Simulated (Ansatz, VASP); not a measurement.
**One calculation of CdS, two programs**

File INCAR:

```
SYSTEM = CdS
PREC = Accurate
ENCUT = 520
EDIFF = 1E-6
ISMEAR = 0
SIGMA = 0.02
LREAL = .FALSE.
LASPH = .TRUE.
NELM = 100
ALGO = Normal
ISIF = 2
LWAVE = .FALSE.
LCHARG = .TRUE.
GGA = PE
LELF = .TRUE.
LVHAR = .TRUE.
NBANDS = 16
```

File KPOINTS:

```
regular mesh
0
G
  8 8 8
  0 0 0
```

POSCAR

```
CdS
1.0
    0.0000000000      3.0588638829      3.0588638829
    3.0588638829      0.0000000000      3.0588638829
    3.0588638829      3.0588638829      0.0000000000
Cd S
1 1
Direct
    0.0000000000      0.0000000000      0.0000000000
    0.2500000000      0.2500000000      0.2500000000
```

Input for Ansatz:

```yaml
crystal:
  lattice:
    - [0.0, 3.0588638829, 3.0588638829]
    - [3.0588638829, 0.0, 3.0588638829]
    - [3.0588638829, 3.0588638829, 0.0]
  atoms:
    - { symbol: Cd, position: [0.0, 0.0, 0.0] }
    - { symbol: S, position: [0.25, 0.25, 0.25] }
basis:
  ecutwfc: 420
kpoints:
  mp_grid: { grid: [8, 8, 8] }
hamiltonian:
  xc: pbe
scf:
  occupations: { method: gaussian, width: 0.02 }
output:
  forces: true
  stress: true
  eigenvalues: true
  write_density: true
  write_potential: true
  elf: true
  volumetric_format: npy
```

Alike in both runs: task single point; functional PBE; k mesh 8 × 8 × 8; occupations gaussian, width 0.02 eV; no spin polarisation.

|  | VASP | Ansatz |
| --- | --- | --- |
| version | VASP 6.6.1 | Ansatz 0.2.0 |
| potentials or method | VASP PAW PBE potentials, release 64 (Cd, S) | scalar-relativistic, plane waves, PAW |
| plane-wave cutoff (eV) | 520 | 420 |
| valence electrons in the cell | 18 | 26 |

|  | VASP | Ansatz | Ansatz less VASP |
| --- | --- | --- | --- |
| gap on the k mesh at the Fermi level (eV) | 0.83 | 0.83 | +0.001 |
| least direct gap on the mesh (eV) | 0.83 | 0.83 | +0.001 |
| pressure (GPa) | -3.9 | -4.1 | -0.19 |

The two sets of potentials don't hold the same shells in valence.

As with any semilocal functional, this PBE gap is likely too small.
